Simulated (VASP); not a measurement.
# CuI (Marshite) (F-43m) in VASP: a series of runs

One crystal, CuI (Marshite), is run at these levels: PBEsol; tasks: relaxation of cell and atoms.

Program: VASP 6.6.1. These are calculated values, not measurements. Logs are shortened: lines on timing, memory, paths and dates and some standing lists are left out, and cuts for length are marked.

**1. Starting point**

Symmetry: F-43m, No. 216, cubic system. Conventional cell: a = 5.946 Å, b = 5.946 Å, c = 5.946 Å, α = 90.00°, β = 90.00°, γ = 90.00°. Cu (site symmetry -43m) has 4 I at 2.57 Å as nearest neighbours. I (site symmetry -43m) has 4 Cu at 2.57 Å as nearest neighbours.

**2. Relaxation of cell and atoms, PBEsol**

Contents of INCAR:

```
ALGO = Normal
EDIFF = 1E-7
EDIFFG = -0.005
ENCUT = 600
GGA = PS
IBRION = 2
ISIF = 3
ISMEAR = 0
LASPH = True
LCHARG = False
LREAL = False
LWAVE = False
NELM = 80
NSW = 90
PREC = Accurate
SIGMA = 0.03
```

Contents of KPOINTS:

```
k-points
0
Gamma
  8 8 8
```

Contents of POSCAR:

```
CuI                                     
1.0
   -0.0000000000      2.9729987622      2.9729987622
    2.9729987622      0.0000000000      2.9729987622
    2.9729987622      2.9729987622     -0.0000000000
  Cu              I             
     1     1
Direct
     0.2500000000000000    0.2500000000000000    0.2500000000000000
     0.0000000000000000    0.0000000000000000    0.0000000000000000
```

Potentials or basis: VASP PAW PBE potentials, release 64 (Cu, I).

Launch:

```
> cat potpaw_PBE.64/Cu/POTCAR potpaw_PBE.64/I/POTCAR > POTCAR
> mpirun -np 1 vasp_std > vasp.out
```

OUTCAR:

```text
EDIFF = 1E-7
   EDIFFG = -0.005
   ENCUT = 600
   GGA = PS
   IBRION = 2
   ISIF = 3
   ISMEAR = 0
   LASPH = True
   LREAL = False
   NELM = 80
   NSW = 90
   PREC = Accurate

 ion  position               nearest neighbor table
   1  0.250  0.250  0.250-   2 2.57   2 2.57   2 2.57   2 2.57
   2  0.000  0.000  0.000-   1 2.57   1 2.57   1 2.57   1 2.57

  LATTYP: Found a face centered cubic cell.
 ALAT       =     5.9459975244

  Lattice vectors:

 A1 = (   0.0000000000,   2.9729987622,   2.9729987622)
 A2 = (   2.9729987622,   0.0000000000,   2.9729987622)
 A3 = (   2.9729987622,   2.9729987622,   0.0000000000)

Analysis of symmetry for initial positions (statically):
=====================================================================
 Subroutine PRICEL returns:
 Original cell was already a primitive cell.

 Routine SETGRP: Setting up the symmetry group for a
 face centered cubic supercell.

 Subroutine GETGRP returns: Found 24 space group operations
 (whereof 24 operations were pure point group operations)
 out of a pool of 48 trial point group operations.

The static configuration has the point symmetry T_d .

Analysis of symmetry for dynamics (positions and initial velocities):
=====================================================================
 Subroutine PRICEL returns:
 Original cell was already a primitive cell.

 Routine SETGRP: Setting up the symmetry group for a
 face centered cubic supercell.

 Subroutine GETGRP returns: Found 24 space group operations
 (whereof 24 operations were pure point group operations)
 out of a pool of 48 trial point group operations.

The dynamic configuration has the point symmetry T_d .

 Subroutine INISYM returns: Found 24 space group operations
 (whereof 24 operations are pure point group operations),
 and found     1 'primitive' translations

----------------------------------------------------------------------------------------

                                     Primitive cell

  volume of cell :      52.5550

  direct lattice vectors                    reciprocal lattice vectors
     0.000000000  2.972998762  2.972998762    -0.168180359  0.168180359  0.168180359
     2.972998762  0.000000000  2.972998762     0.168180359 -0.168180359  0.168180359
     2.972998762  2.972998762  0.000000000     0.168180359  0.168180359 -0.168180359

  length of vectors
     4.204455170  4.204455170  4.204455170     0.291296927  0.291296927  0.291296927

  position of ions in fractional coordinates (direct lattice)
     0.250000000  0.250000000  0.250000000
     0.000000000  0.000000000  0.000000000

  ion indices of the primitive-cell ions
   primitive index   ion index
                 1           1
                 2           2

----------------------------------------------------------------------------------------

 KPOINTS: k-points

Automatic generation of k-mesh.
 Grid dimensions read from file:
 generate k-points for:    8    8    8

 Generating k-lattice:

  Cartesian coordinates                     Fractional coordinates (reciprocal lattice)
    -0.021022545  0.021022545  0.021022545     0.125000000  0.000000000  0.000000000
     0.021022545 -0.021022545  0.021022545     0.000000000  0.125000000  0.000000000
     0.021022545  0.021022545 -0.021022545     0.000000000  0.000000000  0.125000000

  Length of vectors
     0.036412116  0.036412116  0.036412116

  Shift w.r.t. Gamma in fractional coordinates (k-lattice)
     0.000000000  0.000000000  0.000000000

 Subroutine IBZKPT returns following result:
 ===========================================

 Found     29 irreducible k-points:

 Following reciprocal coordinates:
            Coordinates               Weight
  0.000000  0.000000  0.000000      1.000000
  0.125000  0.000000  0.000000      8.000000
  0.250000  0.000000  0.000000      8.000000
  0.375000  0.000000  0.000000      8.000000
  0.500000  0.000000  0.000000      4.000000
  0.125000  0.125000  0.000000      6.000000
[... 16 lines left out ...]
  0.500000  0.250000  0.125000     48.000000
 -0.375000  0.250000  0.125000     24.000000
 [... further k-points ...]
   k-points           NKPTS =     29   k-points in BZ     NKDIM =     29   number of bands    NBANDS=     13
   number of dos      NEDOS =    301   number of ions     NIONS =      2
   total plane-waves  NPLWV =  46656
   dimension x,y,z NGX =    36 NGY =   36 NGZ =   36
   dimension x,y,z NGXF=    72 NGYF=   72 NGZF=   72
   ions per type =               1   1
   NGX,Y,Z   is equivalent  to a cutoff of  14.23, 14.23, 14.23 a.u.
   NGXF,Y,Z  is equivalent  to a cutoff of  28.47, 28.47, 28.47 a.u.
 SYSTEM =  unknown system
   PREC   = accura    normal or accurate (medium, high low for compatibility)
   ISTART =      0    job   : 0-new  1-cont  2-samecut
   ICHARG =      2    charge: 1-file 2-atom 10-const
   ISPIN  =      1    spin polarized calculation?
   LNONCOLLINEAR =      F non collinear calculations
   LSORBIT =      F    spin-orbit coupling
   LASPH  =      T    aspherical Exc in radial PAW
   ENCUT  =  600.0 eV  44.10 Ry    6.64 a.u.   8.40  8.40  8.40*2*pi/ulx,y,z
   NELM   =     80;   NELMIN=  2; NELMDL= -5     # of ELM steps
   EDIFF  = 0.1E-06   stopping-criterion for ELM
   LREAL  =      F    real-space projection
   EDIFFG = -.5E-02   stopping-criterion for IOM
   NSW    =     90    number of steps for IOM
   IBRION =      2    ionic relax: 0-MD 1-quasi-New 2-CG
   NFREE  =      1    steps in history (QN), initial steepest desc. (CG)
   ISIF   =      3    stress and relaxation
   ISYM   =      2    0-nonsym 1-usesym 2-fastsym
   POTIM  = 0.5000    time-step for ionic-motion
   TEBEG  =    0.0;   TEEND  =   0.0 temperature during run
   PSTRESS=    0.0 pullay stress
   NELECT =      18.0000    total number of electrons
   NUPDOWN=      -1.0000    fix difference up-down
   EMIN   =  10.00;   EMAX   =-10.00  energy-range for DOS
   EFERMI =   0.00;   METHOD = LEGACY
   ISMEAR =     0;   SIGMA  =   0.03  broadening in eV -4-tet -1-fermi 0-gaus
   EFERMI_NEDOS =   21; number of points for ismear=-14 and -15
   IALGO  =     38    algorithm
   IMIX   =      4    mixing-type and parameters
     AMIX     =   0.40;   BMIX     =  1.00
     AMIX_MAG =   1.60;   BMIX_MAG =  1.00
  volume/ion in A,a.u.               =      26.28       177.33
  Fermi-wavevector in a.u.,A,eV,Ry     =   1.145410  2.164511 17.850352  1.311964
  Thomas-Fermi vector in A             =   2.282098
   LORBIT       =      0    0 simple, 1 ext, 2 COOP (PROOUT), +10 PAW based schemes
   GGA     = PS    functional components
   LHFCALC =     F    Hartree Fock is set to
   AEXX    =    0.0000 exact exchange contribution
   IVDW    =     0    specifies the selected vdW correction
   LEPSILON=     F    determine dielectric tensor
   LRPA    =     F    only Hartree local field effects (RPA)
 conjugate gradient relaxation of ions
 non-spin polarized calculation
 Gauss-broadening in eV      SIGMA  =   0.03
  energy-cutoff  :      600.00
  volume of cell :       52.56
 maximum number of plane-waves:      1807
 NGX is ok and might be reduce to    36
   NGX = 17   NGY = 17   NGZ = 17

 number of electron      17.9999991 magnetization

 Free energy of the ion-electron system (eV)
  ---------------------------------------------------
  ext. energy  EPLUGINS =         0.00000000
  ---------------------------------------------------
  free energy    TOTEN  =        -6.32073521 eV

  energy without entropy =       -6.32073521  energy(sigma->0) =       -6.32073521

 E-fermi :   5.1001     XC(G=0):  -9.4112

 val. band max:        4.9332211163   @ k =   0.0000   0.0000   0.0000
 cond. band min:       6.1200255983   @ k =   0.0000   0.0000   0.0000
 fundamental gap:      1.1868044820
 Fermi energy:         5.1000767700

 k-point     1 :       0.0000    0.0000    0.0000
  band No.  band energies     occupation
      1      -9.4157      2.00000
      2       1.0120      2.00000
      3       1.0120      2.00000
      4       1.0120      2.00000
      5       2.8046      2.00000
      6       2.8046      2.00000
      7       4.9332      2.00000
      8       4.9332      2.00000
      9       4.9332      2.00000
     10       6.1200      0.00000
     11       9.6964      0.00000
     12       9.6964      0.00000
     13       9.6964      0.00000

 k-point     2 :       0.1250    0.0000    0.0000
  band No.  band energies     occupation
      1      -9.3323      2.00000
      2       0.7100      2.00000
      3       1.0205      2.00000
      4       1.0205      2.00000
      5       2.7973      2.00000
      6       2.7973      2.00000
      7       4.2225      2.00000
      8       4.7982      2.00000
      9       4.7982      2.00000
     10       6.8462      0.00000
     11       9.6310      0.00000
     12       9.9335      0.00000
     13       9.9335      0.00000

 k-point     3 :       0.2500    0.0000    0.0000
  band No.  band energies     occupation
      1      -9.1169      2.00000
      2      -0.0230      2.00000
      3       1.0372      2.00000
      4       1.0372      2.00000
      5       2.7933      2.00000
      6       2.7933      2.00000
      7       3.4649      2.00000
      8       4.5045      2.00000
      9       4.5045      2.00000
     10       7.2259      0.00000
     11      10.2885      0.00000
     12      10.2885      0.00000
     13      10.4503      0.00000

 k-point     4 :       0.3750    0.0000    0.0000
  band No.  band energies     occupation
      1      -8.8775      2.00000
      2      -0.7483      2.00000
      3       1.0480      2.00000
      4       1.0480      2.00000
      5       2.8150      2.00000
      6       2.8150      2.00000
      7       3.0258      2.00000
      8       4.2327      2.00000
      9       4.2327      2.00000
     10       7.1253      0.00000
     11      10.3076      0.00000
     12      10.3076      0.00000
     13      11.8684      0.00000

 k-point     5 :       0.5000    0.0000    0.0000
  band No.  band energies     occupation
      1      -8.7697      2.00000
      2      -1.0465      2.00000
      3       1.0505      2.00000
      4       1.0505      2.00000
      5       2.8346      2.00000
      6       2.8346      2.00000
      7       2.8830      2.00000
      8       4.1203      2.00000
      9       4.1203      2.00000
     10       7.0598      0.00000
     11      10.2488      0.00000
     12      10.2488      0.00000
     13      12.2639      0.00000
[... 257 lines left out ...]
 k-point    22 :       0.3750    0.2500    0.1250
  band No.  band energies     occupation
      1      -8.9488      2.00000
      2      -0.2312      2.00000
      3       0.7985      2.00000
      4       1.0288      2.00000
      5       2.7242      2.00000
      6       2.8449      2.00000
      7       3.3821      2.00000
      8       3.6569      2.00000
      9       4.1928      2.00000
     10       8.4532      0.00000
     11       8.9243      0.00000
     12      10.4138      0.00000
     13      11.5626      0.00000

 k-point    23 :       0.5000    0.2500    0.1250
  band No.  band energies     occupation
      1      -8.7491      2.00000
      2      -0.5975      2.00000
      3       0.5592      2.00000
      4       1.0196      2.00000
      5       2.7504      2.00000
      6       2.8201      2.00000
      7       3.0360      2.00000
      8       3.4455      2.00000
      9       3.9213      2.00000
     10       8.5243      0.00000
     11       9.5242      0.00000
     12      10.4581      0.00000
     13      11.9797      0.00000

 k-point    24 :      -0.3750    0.2500    0.1250
  band No.  band energies     occupation
      1      -8.6607      2.00000
      2      -0.7567      2.00000
      3       0.4540      2.00000
      4       1.0082      2.00000
      5       2.7300      2.00000
      6       2.8154      2.00000
      7       2.9421      2.00000
      8       3.4280      2.00000
      9       3.7714      2.00000
     10       8.4993      0.00000
     11       9.4455      0.00000
     12      11.1878      0.00000
     13      12.3919      0.00000

 [... further k-points ...]
[... 5 lines left out ...]
  --------------------------------------------------------------------------------------
  -------------------------------------------------------------------------------------
  Total       -0.0083263     -0.0083263     -0.0083263      0.0000000      0.0000000      0.0000000
  in kB       -0.2538336     -0.2538336     -0.2538336      0.0000000      0.0000000      0.0000000
  external PRESSURE =      -0.2538336 kB  Pullay stress =       0.0000000 kB

 VOLUME and BASIS-vectors are now :
 -----------------------------------------------------------------------------
  energy-cutoff  :      600.00
  volume of cell :       52.56
      direct lattice vectors                 reciprocal lattice vectors
     0.000000000  2.972998762  2.972998762    -0.168180359  0.168180359  0.168180359
     2.972998762  0.000000000  2.972998762     0.168180359 -0.168180359  0.168180359
     2.972998762  2.972998762  0.000000000     0.168180359  0.168180359 -0.168180359

 POSITION                                       TOTAL-FORCE (eV/Angst)
 -----------------------------------------------------------------------------------
      1.48650      1.48650      1.48650        -0.000000     -0.000000     -0.000000
      0.00000      0.00000      0.00000         0.000000      0.000000      0.000000
 -----------------------------------------------------------------------------------
    total drift:                                0.000000      0.000000      0.000000

  FREE ENERGIE OF THE ION-ELECTRON SYSTEM (eV)
  ---------------------------------------------------
  free  energy   TOTEN  =        -6.3207352089 eV

  energy  without entropy=       -6.3207352089  energy(sigma->0) =       -6.32073521

 reached required accuracy - stopping structural energy minimisation
```

It took 15 s on 1 thread of Intel Xeon 6975P-C (Granite Rapids), shared host; peak memory 0.21 GiB.

Results:

```
Free energy             : -6.3207 eV
Pressure after relaxing : 0.0 GPa
Band gap on the k mesh  : 1.19 eV, direct
```

Final structure:
```cif
data_structure
_symmetry_space_group_name_H-M 'P 1'
_symmetry_Int_Tables_number 1
_cell_length_a 4.2045
_cell_length_b 4.2045
_cell_length_c 4.2045
_cell_angle_alpha 60.000
_cell_angle_beta 60.000
_cell_angle_gamma 60.000
_cell_volume 52.56
loop_
_atom_site_label
_atom_site_type_symbol
_atom_site_fract_x
_atom_site_fract_y
_atom_site_fract_z
_atom_site_occupancy
Cu1 Cu 0.25000 0.25000 0.25000 1
I1 I 0.00000 0.00000 0.00000 1
```

Caveat: the relaxation stopped at its first step, so nothing moved; the PAW data sets were made with another functional, which shifts forces and pressure a little; spin-orbit coupling is left out, which moves the levels of the heavy elements. Expect the measured gap to be larger: semilocal functionals such as PBEsol lack the derivative discontinuity.

(Part 1 of 2 ends here.)
